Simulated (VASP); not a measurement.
The system is HfS2.

```
Hf S
1.0
     3.63966    0.00000    0.00000
    -1.81983    3.15204    0.00000
     0.00000    0.00000    6.05556
Hf S
1 2
Direct
  0.00000 0.00000 0.00000
  0.66667 0.33333 0.76395
  0.33333 0.66667 0.23605
```

The cell is a database's computed one.

```yaml
Program: VASP 6.6.1
Task: relaxation of cell and atoms
Functional: PBE
Potentials_or_basis: VASP PAW PBE potentials, release 64 (Hf_pv, S)
Cutoff: 600 eV
k_mesh: 9 × 9 × 5
Occupations: gaussian, width 0.03 eV
Spin: no spin polarisation
```

At the start: pressure 1.3 GPa; volume 23.16 Å³/atom.

Q: How do energy, volume and symmetry change on relaxing?

A: Over 19 steps the energy falls by 6.6 meV/atom and the volume is 25.61 Å³/atom (+10.6 %); space group P-3m1 (No. 164, to 0.05 Å).

Step by step:
```
step  energy change (eV)  largest force (eV/Å)  pressure (GPa)  volume (Å³)
   1              0.0000                0.1498            1.32        69.47
   2              0.0011                0.2898           -1.53        71.40
   3             -0.0046                0.0618           -0.08        70.38
   4             -0.0061                0.0777            0.00        70.45
   5             -0.0074                0.1254            0.23        70.66
   6             -0.0075                0.1131            0.17        70.62
   7             -0.0089                0.1019            0.17        70.90
   8             -0.0125                0.0640            0.19        71.76
   9             -0.0168                0.0156            0.27        73.50
  10             -0.0159                0.2004            0.63        76.99
  11             -0.0176                0.1272            0.51        75.43
  12             -0.0185                0.0775            0.19        75.98
  13             -0.0189                0.0215           -0.17        76.63
  14             -0.0192                0.0148           -0.15        76.67
  15             -0.0197                0.0076           -0.06        76.81
  16             -0.0198                0.0146           -0.04        76.85
  17             -0.0198                0.0157           -0.03        76.85
  18             -0.0198                0.0174           -0.02        76.86
  19             -0.0198                0.0073            0.01        76.84
```

Final structure:
```yaml
crystal:
  lattice:
    - [3.64286, 0.00000, 0.00000]
    - [-1.82143, 3.15481, 0.00000]
    - [0.00000, 0.00000, 6.68646]
  atoms:
    - { symbol: Hf, position: [0.00000, 0.00000, 0.00000] }
    - { symbol: S, position: [0.66667, 0.33333, 0.78386] }
    - { symbol: S, position: [0.33333, 0.66667, 0.21614] }
```

Caveat: this functional lacks dispersion, which binds the layers, so the pressure and a relaxed spacing across them are unreliable.
